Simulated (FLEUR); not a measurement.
# Pb (Fm-3m) in FLEUR: a series of runs

The runs below take Pb through equation of state, with PBEsol.

Everything below comes from runs of FLEUR MaX-R8.1 (later development tree). Logs are shortened: lines on timing, memory, paths and dates and some standing lists are left out, and cuts for length are marked.

## 1. The crystal as given

The structure is cubic, space group Fm-3m (No. 225). Conventional cell: a = 4.950 Å, b = 4.950 Å, c = 4.950 Å, α = 90.00°, β = 90.00°, γ = 90.00°. Pb (site symmetry m-3m) has 12 Pb at 3.50 Å as nearest neighbours.

## 2. Equation of state, PBEsol, 28.50 Å³/atom (volume scaled by 0.94)

inp.xml reads:

```xml
<?xml version="1.0" encoding="UTF-8" standalone="no"?>
<fleurInput fleurInputVersion="0.39">
   <comment>
      Pb                                                                                                  
   </comment>
   <calculationSetup>
      <cutoffs Kmax="4.1" Gmax="12.7" GmaxXC="12.7" numbands="0"/>
      <scfLoop itmax="60" minDistance="0.00001" maxIterBroyd="15" imix="Anderson" alpha="0.05" precondParam="0.0" spinf="2.0" sdNocoIR="T"/>
      <coreElectrons ctail="T" frcor="F" kcrel="0" coretail_lmax="0"/>
      <xcFunctional name="PBEs" relativisticCorrections="F"/>
      <magnetism jspins="1"/>
      <soc l_soc="F" theta="0.0" phi="0.0" spav="F"/>
      <expertModes spex="0" secvar="F"/>
      <geometryOptimization l_f="F" forcealpha="1.0" forcemix="BFGS" epsdisp="0.0005" epsforce="0.0002"/>
      <ldaU l_linMix="F" mixParam="0.05" spinf="1.0"/>
   </calculationSetup>
   <cell>
      <bzIntegration valenceElectrons="20.0" mode="hist" fermiSmearingEnergy="0.00183747">
         <kPointListSelection listName="default-1"/>
         <!-- k-points included here -->
         <xi:include xmlns:xi="http://www.w3.org/2001/XInclude" href="kpts.xml"> </xi:include>
      </bzIntegration>
      <!-- symmetry operations included here -->
      <xi:include xmlns:xi="http://www.w3.org/2001/XInclude" href="sym.xml"> </xi:include>
      <bulkLattice scale="0.9795861087">
         <bravaisMatrix>
            <row-1>    0.0000000000000000     4.6771099529074922     4.6771099529074922</row-1>
            <row-2>    4.6771099529074922     0.0000000000000000     4.6771099529074922</row-2>
            <row-3>    4.6771099529074922     4.6771099529074922     0.0000000000000000</row-3>
         </bravaisMatrix>
      </bulkLattice>
   </cell>
   <atomSpecies>
      <species name="Lead (Pb)" element="Pb" atomicNumber="82">
         <mtSphere radius="2.66" gridPoints="879" logIncrement="0.015"/>
         <atomicCutoffs lmax="10" lnonsphr="10"/>
         <electronConfig flipSpins="F">
            <coreConfig>(1s1/2) (2s1/2) (2p1/2) (2p3/2) (3s1/2) (3p1/2) (3p3/2) (4s1/2) (3d3/2) (3d5/2) (4p1/2) (4p3/2) (4d3/2) (4d5/2) (4f5/2) (4f7/2) (5s1/2)</coreConfig>
            <valenceConfig>(5p1/2) (5p3/2) (6s1/2) (5d3/2) (5d5/2) (6p1/2) (6p3/2)</valenceConfig>
            <stateOccupation state="(6p1/2)" spinUp="0.333333" spinDown="0.333333"/>
            <stateOccupation state="(6p3/2)" spinUp="0.666667" spinDown="0.666667"/>
         </electronConfig>
         <energyParameters s="6" p="6" d="5" f="5"/>
         <lo type="SCLO" l="1" n="5" eDeriv="0"/>
         <lo type="SCLO" l="1" n="5" eDeriv="1"/>
         <lo type="SCLO" l="0" n="6" eDeriv="2"/>
         <lo type="SCLO" l="2" n="5" eDeriv="2"/>
         <lo type="SCLO" l="3" n="5" eDeriv="2"/>
      </species>
   </atomSpecies>
   <atomGroups>
      <atomGroup species="Lead (Pb)">
         <relPos label="                   1">.0000000000 .0000000000 .0000000000</relPos>
         <force calculate="T" relaxXYZ="TTT"/>
      </atomGroup>
   </atomGroups>
   <output dos="F" band="F" slice="F">
      <checks vchk="F" cdinf="F"/>
      <bandDOS minEnergy="-.5*Htr" maxEnergy="0.5*Htr" sigma="0.015" storeEVData="T"/>
      <vacuumDOS vacdos="F" integ="F" star="F" nstars="0" locx1="0.0" locy1="0.0" locx2="0.0" locy2="0.0" nstm="0" tworkf="0.0"/>
      <unfoldingBand unfoldBand="F" supercellX="1" supercellY="1" supercellZ="1"/>
      <plotting iplot="0" polar="F">
         <plot TwoD="T" vec1="  1.0  0.0  0.0" vec2="  0.0  1.0  0.0" vec3="  0.0  0.0  1.0" zero="  0.0  0.0  0.0" file="plot"/>
      </plotting>
      <chargeDensitySlicing numkpt="0" minEigenval="0.0" maxEigenval="0.0" nnne="0" pallst="F"/>
      <specialOutput eonly="F"/>
      <moessbauerParams electricFieldGradient="T" isomerShift="T" coreHyperfine="T" valenceHyperfine="T"/>
      <magneticCircularDichroism mcd="F" energyLo="-10.0" energyUp="0.0"/>
   </output>
  <!-- We include the file relax.xml here to enable relaxations (see documentation) -->
  <xi:include xmlns:xi="http://www.w3.org/2001/XInclude" href="relax.xml"> <xi:fallback/> </xi:include>
</fleurInput>
```

Potentials or basis: all-electron, FLAPW.

Launch:

```sh
$ inpgen -f crystal.txt -profile fastHighL
$ # inp.xml edited to the form shown
$ fleur_MPI
```

The log of the run:

```text
Welcome to FLEUR        (www.flapw.de)
      MaX-Release 8.1          (www.max-centre.eu)

 ========== k-point set info ==========
 Selected k-point list: default-1
 k-point list type: mesh
 9 x 9 x 9
 Number of k points: 35

 ------------Calculation Setup---------------------------
 Number of MPI-tasks      :            1
 Number of PE/node        :            1
 Number of OMP-threads    :            1
 Most efficient MPI parallelization for:
           1           5           7          35
 Additional eigenvalue parallelization possible
 Number of basis functions:          267
 Approximate size of matrices (H+S) per k-point:         0.001 GB
 --------------------------------------------------------
 Iteration:     1   Distance:      11.32497218 me/bohr^3
 Iteration:     2   Distance:      10.65456729 me/bohr^3
 Iteration:     3   Distance:       3.40983788 me/bohr^3
 Iteration:     4   Distance:       0.25349299 me/bohr^3
 Iteration:     5   Distance:       0.25608714 me/bohr^3
 Iteration:     6   Distance:       0.04901011 me/bohr^3
 Iteration:     7   Distance:       0.00256685 me/bohr^3
 Iteration:     8   Distance:       0.00191535 me/bohr^3
 Iteration:     9   Distance:       0.00016041 me/bohr^3
 Iteration:    10   Distance:       0.00005933 me/bohr^3
 Iteration:    11   Distance:       0.00001094 me/bohr^3
 Iteration:    12   Distance:       0.00000149 me/bohr^3

 ********************************************************************
 Run finished successfully
 Stop message:
   all done
 ********************************************************************
```

out.xml (last iteration):

```text
<iteration numberForCurrentRun="   12" overallNumber="   12">
         <energyParameters units="Htr">
            <atomicEP atomType="1" spin="1" branch="6s" branchLowest="-4.82" branchHighest="0.62" value="-0.0110718477"/>
            <atomicEP atomType="1" spin="1" branch="6p" branchLowest="-2.67" branchHighest="1.46" value="0.2667594792"/>
            <atomicEP atomType="1" spin="1" branch="5d" branchLowest="-14.26" branchHighest="-0.24" value="-0.2692127449"/>
            <atomicEP atomType="1" spin="1" branch="5f" branchLowest="-4.41" branchHighest="1.92" value="0.6041454197"/>
            <loAtomicEP atomType="1" spin="1" branch="5p" branchLowest="-23.18" branchHighest="-2.67" value="-2.7376739587"/>
            <loAtomicEP atomType="1" spin="1" branch="5p" branchLowest="-23.18" branchHighest="-2.67" value="-2.7376739587"/>
            <loAtomicEP atomType="1" spin="1" branch="6s" branchLowest="-4.82" branchHighest="0.62" value="-0.0110718477"/>
            <loAtomicEP atomType="1" spin="1" branch="5d" branchLowest="-14.26" branchHighest="-0.24" value="-0.3007754748"/>
            <loAtomicEP atomType="1" spin="1" branch="5f" branchLowest="-4.41" branchHighest="1.92" value="0.6041329391"/>
         </energyParameters>
         <eigenvalues>
            <eigenvaluesAt spin="1" ikpt="1" k_x="0.00000000" k_y="0.00000000" k_z="0.00000000">
                      -2.6723281379       -2.6723281379       -2.6723281379       -0.3093702414       -0.3093702414
                      -0.3093702414       -0.3030577971       -0.3030577971       -0.1311856217        0.6083242559
                       0.6083242559        0.6083242559        0.6763063906        0.7626411572        0.7942876700
                       0.7942876700
            </eigenvaluesAt>
            <eigenvaluesAt spin="1" ikpt="2" k_x="0.00000000" k_y="0.00000000" k_z="0.11111111">
                      -2.6723480501       -2.6723319187       -2.6723319187       -0.3094364684       -0.3086461990
                      -0.3086461990       -0.3030765683       -0.3030765683       -0.1218496971        0.5158545611
                       0.5972825555        0.5972825555        0.6659426923        0.7919647512        0.8140422348
                       0.8140422348
            </eigenvaluesAt>
            <eigenvaluesAt spin="1" ikpt="3" k_x="0.00000000" k_y="0.00000000" k_z="0.22222222">
                      -2.6723976469       -2.6723408282       -2.6723408282       -0.3097880228       -0.3077755521
                      -0.3077755521       -0.3020997336       -0.3020997336       -0.0937416817        0.3808982021
                       0.5736577972        0.5736577972        0.6570621986        0.7632754099        0.7954804633
                       0.7954804633
            </eigenvaluesAt>
            <eigenvaluesAt spin="1" ikpt="4" k_x="0.00000000" k_y="0.00000000" k_z="0.33333333">
                      -2.6724540476       -2.6723509651       -2.6723509651       -0.3104704196       -0.3082055961
                      -0.3082055961       -0.2994966656       -0.2994966656       -0.0480647426        0.2588915056
                       0.5507526321        0.5507526321        0.6538768930        0.7176814187        0.7622057911
                       0.7622057911
            </eigenvaluesAt>
         </eigenvalues>
         <bandgap value="0.3078037470" units="eV"/>
         <sumValenceSingleParticleEnergies value="-18.5868161733" units="Htr"/>
         <FermiEnergy value="0.3105609750" units="Htr"/>
         <valenceDensity>
            <mtCharges spin="1">
               <mtCharge atomType="1" total="18.0577535" s="1.4170033" p="6.8010979" d="9.8276367" f="0.0107187"/>
            </mtCharges>
            <spinDependentCharge spin="1" total="20.0000000" interstitial="1.9422465" mtSpheres="18.0577535"/>
            <totalCharge value="20.0000000000"/>
         </valenceDensity>
         <coreStates atomType="     1" atomicNumber=" 82" spin="1" kinEnergy="  24098.7843890076" eigValSum=" -12916.1407926688" lostElectrons=" 0.000046">
            <state n="1" l="0" j="0.5" energy="-3231.7416770704" weight="1.0000000000"/>
            <state n="2" l="0" j="0.5" energy="-577.1666989969" weight="1.0000000000"/>
            <state n="2" l="1" j="0.5" energy="-554.2292415001" weight="1.0000000000"/>
            <state n="2" l="1" j="1.5" energy="-473.7903262027" weight="2.0000000000"/>
            <state n="3" l="0" j="0.5" energy="-138.1778969443" weight="1.0000000000"/>
            <state n="3" l="1" j="0.5" energy="-127.8362543536" weight="1.0000000000"/>
[... 9 lines left out ...]
            <state n="4" l="3" j="3.5" energy="-4.3300132709" weight="4.0000000000"/>
            <state n="5" l="0" j="0.5" energy="-4.8163093607" weight="1.0000000000"/>
         </coreStates>
         <allElectronCharges>
            <spinDependentCharge spin="1" total="82.0000000" interstitial="1.9422923" mtSpheres="80.0577077"/>
            <totalCharge value="82.0000000012"/>
         </allElectronCharges>
         <moessbauerParams unitsHFF="kG" unitsIS="e/bohr^3" unitsEFG="Htr/bohr^2">
            <coreIsomerShift atomType="1" isTotal="2987072.99542">
               <shell n="1" l="0" isomerShift="2453506.62522"/>
               <shell n="2" l="0" isomerShift="378633.69441"/>
               <shell n="2" l="1" isomerShift="30061.11770"/>
               <shell n="3" l="0" isomerShift="87542.03128"/>
               <shell n="3" l="1" isomerShift="7805.66884"/>
               <shell n="4" l="0" isomerShift="22664.83981"/>
               <shell n="3" l="2" isomerShift="0.00327"/>
               <shell n="4" l="1" isomerShift="1996.87532"/>
               <shell n="4" l="2" isomerShift="0.00091"/>
               <shell n="4" l="3" isomerShift="0.00000"/>
               <shell n="5" l="0" isomerShift="4862.13867"/>
            </coreIsomerShift>
            <isomerShift atomType="1" nucleusRadius="0.0001398" averageDensity="2987629.92458"/>
            <electricFieldGradient atomType="1" VXX="0.00000" VYY="0.00000" VZZ="0.00000" asymParam="0.00000">
            </electricFieldGradient>
         </moessbauerParams>
         <totalEnergy                                    value="   -20922.6688923299" units="Htr">
            <sumOfEigenvalues                            value="   -12934.7276088421">
               <coreElectrons value="-12916.1407926688"/>
               <valenceElectrons value="-18.5868161733"/>
            </sumOfEigenvalues>
            <densityCoulombPotentialIntegral value="-36785.2968969922"/>
            <densityEffectivePotentialIntegral value="-37292.0585676880"/>
            <chargeDenXCDenIntegral value="-384.6648524794"/>
            <FockExchangeEnergyValence value="0.0000000000"/>
            <FockExchangeEnergyCore value="0.0000000000"/>
            <atomTypeDependentContributions atomType="1">
               <electronNucleiInteractionDifferentMTs value="26461.5297435118"/>
               <MadelungTerm value="-41.1568066885"/>
            </atomTypeDependentContributions>
            <tkbTimesEntropy value="0.0001195691"/>
            <freeEnergy value="-20922.6690118990"/>
            <extrapolationTo0K value="-20922.6689521145"/>
         </totalEnergy>
         <densityConvergence units="me/bohr^3">
            <chargeDensity spin="1" distance="0.0000014907"/>
         </densityConvergence>
      </iteration>
```

It took 10 s on 1 thread of Intel Xeon 6975P-C (Granite Rapids), shared host; peak memory 0.07 GiB.

Results:

```
Free energy                                           : -569334.8278 eV
Band gap on the k mesh                                : none (metal or under the smearing width)
Valence electrons inside the program's atomic spheres : Pb 18.06 (radii Pb 2.66 bohr)
```

## 3. Equation of state, PBEsol, 29.11 Å³/atom (volume scaled by 0.96)

Edit inp.xml of step 2 so:

```diff
@@ -24,3 +24,3 @@
       <xi:include xmlns:xi="http://www.w3.org/2001/XInclude" href="sym.xml"> </xi:include>
-      <bulkLattice scale="0.9795861087">
+      <bulkLattice scale="0.9864848297">
          <bravaisMatrix>
```

Potentials or basis: all-electron, FLAPW.

Launch:

```sh
$ inpgen -f crystal.txt -profile fastHighL
$ # inp.xml edited to the form shown
$ fleur_MPI
```

Run time: 10 s. Hardware: 1 thread of Intel Xeon 6975P-C (Granite Rapids), shared host; peak memory 0.07 GiB.

The run converged. Its results:

```
Free energy                                           : -569334.8359 eV
Band gap on the k mesh                                : none (metal or under the smearing width)
Valence electrons inside the program's atomic spheres : Pb 18.04 (radii Pb 2.66 bohr)
```

## 4. Equation of state, PBEsol, 29.72 Å³/atom (volume scaled by 0.98)

Edit inp.xml of step 3 so:

```diff
@@ -24,3 +24,3 @@
       <xi:include xmlns:xi="http://www.w3.org/2001/XInclude" href="sym.xml"> </xi:include>
-      <bulkLattice scale="0.9864848297">
+      <bulkLattice scale="0.9932883884">
          <bravaisMatrix>
```

Launch:

```sh
$ inpgen -f crystal.txt -profile fastHighL
$ # inp.xml edited to the form shown
$ fleur_MPI
```

Run time: 10 s. Hardware: 1 thread of Intel Xeon 6975P-C (Granite Rapids), shared host; peak memory 0.07 GiB.

The run converged. Its results:

```yaml
Free_energy: -569334.8396 eV
Band_gap_on_the_k_mesh: none (metal or under the smearing width)
Valence_electrons_inside_the_program's_atomic_spheres: Pb 18.03 (radii Pb 2.66 bohr)
```

## 5. Equation of state, PBEsol, 30.32 Å³/atom

Edit inp.xml of step 4 so:

```diff
@@ -24,3 +24,3 @@
       <xi:include xmlns:xi="http://www.w3.org/2001/XInclude" href="sym.xml"> </xi:include>
-      <bulkLattice scale="0.9932883884">
+      <bulkLattice scale="1.0000000000">
          <bravaisMatrix>
```

Launch:

```sh
$ inpgen -f crystal.txt -profile fastHighL
$ # inp.xml edited to the form shown
$ fleur_MPI
```

It took 10 s on 1 thread of Intel Xeon 6975P-C (Granite Rapids), shared host; peak memory 0.07 GiB.

The run converged. Its results:

| Item | Value |
| --- | --- |
| Free energy | -569334.8392 eV |
| Band gap on the k mesh | none (metal or under the smearing width) |
| Valence electrons inside the program's atomic spheres | Pb 18.02 (radii Pb 2.66 bohr) |

## 6. Equation of state, PBEsol, 30.93 Å³/atom (volume scaled by 1.02)

Edit inp.xml of step 5 so:

```diff
@@ -24,3 +24,3 @@
       <xi:include xmlns:xi="http://www.w3.org/2001/XInclude" href="sym.xml"> </xi:include>
-      <bulkLattice scale="1.0000000000">
+      <bulkLattice scale="1.0066227096">
          <bravaisMatrix>
```

Potentials or basis: all-electron, FLAPW.

Launch:

```sh
$ inpgen -f crystal.txt -profile fastHighL
$ # inp.xml edited to the form shown
$ fleur_MPI
```

It took 11 s on 1 thread of Intel Xeon 6975P-C (Granite Rapids), shared host; peak memory 0.07 GiB.

Results (log left out):

| Property | Result |
| --- | --- |
| Free energy | -569334.8354 eV |
| Band gap on the k mesh | none (metal or under the smearing width) |
| Valence electrons inside the program's atomic spheres | Pb 18.00 (radii Pb 2.66 bohr) |

## 7. Equation of state, PBEsol, 31.54 Å³/atom (volume scaled by 1.04)

Edit inp.xml of step 6 so:

```diff
@@ -24,3 +24,3 @@
       <xi:include xmlns:xi="http://www.w3.org/2001/XInclude" href="sym.xml"> </xi:include>
-      <bulkLattice scale="1.0066227096">
+      <bulkLattice scale="1.0131594038">
          <bravaisMatrix>
```

Launch:

```sh
$ inpgen -f crystal.txt -profile fastHighL
$ # inp.xml edited to the form shown
$ fleur_MPI
```

Wall time 11 s (1 thread of Intel Xeon 6975P-C (Granite Rapids), shared host); peak memory 0.07 GiB.

Results (log left out):

```
Free energy                                           : -569334.8285 eV
Band gap on the k mesh                                : none (metal or under the smearing width)
Valence electrons inside the program's atomic spheres : Pb 17.99 (radii Pb 2.66 bohr)
```

## 8. Equation of state, PBEsol, 32.14 Å³/atom (volume scaled by 1.06)

Edit inp.xml of step 7 so:

```diff
@@ -24,3 +24,3 @@
       <xi:include xmlns:xi="http://www.w3.org/2001/XInclude" href="sym.xml"> </xi:include>
-      <bulkLattice scale="1.0131594038">
+      <bulkLattice scale="1.0196128224">
          <bravaisMatrix>
```

Launch:

```sh
$ inpgen -f crystal.txt -profile fastHighL
$ # inp.xml edited to the form shown
$ fleur_MPI
```

It took 11 s on 1 thread of Intel Xeon 6975P-C (Granite Rapids), shared host; peak memory 0.07 GiB.

It converged, with:

```
Free energy                                           : -569334.8188 eV
Band gap on the k mesh                                : none (metal or under the smearing width)
Valence electrons inside the program's atomic spheres : Pb 17.98 (radii Pb 2.66 bohr)
```

## 9. Equation of state, PBEsol

Potentials or basis: all-electron, FLAPW.

No new run: the results of the series are fitted here.

Results:

- Equilibrium volume: 29.96 Å³/atom
- Bulk modulus: 49 GPa
- Pressure derivative of the bulk modulus: 5.2 (rough: it moves with the points fitted)

Energy against volume, from the lowest point:
```tsv
volume (Å³/atom)	energy (meV/atom)
28.503	11.78
29.110	3.61
29.716	0.00
30.323	0.32
30.929	4.17
31.535	11.04
32.142	20.73
```

The run has no spin-orbit coupling, so splittings on Pb are missing.

## 10. How close it comes

Step 9. The cell as given is a measured one (30.32 Å³/atom); PBEsol puts the equilibrium volume -1.2 % from it, thermal expansion not counted.
